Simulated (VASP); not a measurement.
## VASP 6.6.1 run: Mg2Ge

INCAR

```
PREC = Accurate
ENCUT = 100
LASPH = .TRUE.
GGA = PE
NSW = 0
NELM = 85
ISMEAR = -1
SIGMA = 0.02
LREAL = .FALSE.
LWAVE = .FALSE.
ISIF = 2
IBRION = -1
NBANDS = 16
LCHARG = .FALSE.
EDIFF = 1E-7
```

KPOINTS

```
KPOINTS created by Atomic Simulation Environment
0
Gamma
8 8 8
0 0 0
```

POSCAR

```
Ge Mg
 1.0000000000000000
     0.0000000000000000    3.2785942747000001    3.2785942747000001
     3.2785942747000001    0.0000000000000000    3.2785942747000001
     3.2785942747000001    3.2785942747000001    0.0000000000000000
 Ge  Mg
   1   2
Cartesian
  0.0000000000000000  0.0000000000000000  0.0000000000000000
  1.6392971373500000  1.6392971373500000  1.6392971373500000
  4.9178914120500004  4.9178914120500004  4.9178914120500004
```

The recommended PBE PAW datasets give the neutral cell 18 valence electrons.

Command

```
mpirun -np 1 vasp_std
```

Problem. Predict the outcome of this run.

Solution. It converged. Results: gap between bands v and c on the k mesh 1.44 eV; least direct gap on the k mesh 1.56 eV; pressure -3392.6 GPa. Band v is the last that the valence electrons fill when counted band by band, and c is the next.

OSZICAR

```
N       E                     dE             d eps       ncg     rms          rms(c)
DAV:   1     0.254816095890E+03    0.25482E+03   -0.23011E+03  1072   0.236E+02
DAV:   2     0.231400818583E+03   -0.23415E+02   -0.20197E+02  1392   0.600E+01
DAV:   3     0.230805434223E+03   -0.59538E+00   -0.55858E+00  1168   0.893E+00
DAV:   4     0.230800178502E+03   -0.52557E-02   -0.52532E-02  1088   0.807E-01
DAV:   5     0.230800088031E+03   -0.90471E-04   -0.90467E-04  1208   0.830E-02    0.662E+01
DAV:   6     0.382705084625E+03    0.15190E+03   -0.79005E+02  1032   0.132E+02    0.337E+01
DAV:   7     0.390983095387E+03    0.82780E+01   -0.29661E+01  1048   0.250E+01    0.270E+01
DAV:   8     0.395616000955E+03    0.46329E+01   -0.14092E+01  1080   0.197E+01    0.380E+00
DAV:   9     0.395853084712E+03    0.23708E+00   -0.14434E+00   952   0.496E+00    0.468E+00
DAV:  10     0.395895696290E+03    0.42612E-01   -0.22351E-01  1016   0.295E+00    0.151E+00
DAV:  11     0.395898234799E+03    0.25385E-02   -0.76929E-03  1080   0.535E-01    0.119E+00
DAV:  12     0.395904370866E+03    0.61361E-02   -0.13405E-02   960   0.507E-01    0.294E-01
DAV:  13     0.395904232428E+03   -0.13844E-03   -0.37795E-04   976   0.807E-02    0.175E-01
DAV:  14     0.395904223347E+03   -0.90815E-05   -0.11147E-05  1144   0.204E-02    0.644E-02
DAV:  15     0.395904220208E+03   -0.31391E-05   -0.53068E-06  1120   0.976E-03    0.232E-02
DAV:  16     0.395904220139E+03   -0.69097E-07   -0.62032E-07  1008   0.384E-03
   1 F= 0.39590422E+03 E0= 0.39590422E+03  d E =-.275636E-11
```

Standard output (part)

```
POSCAR found type information on POSCAR GeMg
 POSCAR found :  2 types and       3 ions
 LDA part: xc-table for (Slater+PW92), standard interpolation
 POSCAR, INCAR and KPOINTS ok, starting setup
 WAVECAR not read
 entering main loop
```

These settings aren't sound, so the numbers aren't properties of the crystal.

The fault: cutoff far too low.

On sound settings PBE gives a gap of 0.21 eV on its mesh and a pressure of -2.9 GPa for the intended cell. This run's energy (σ→0) differs from it by 134740 meV an atom.
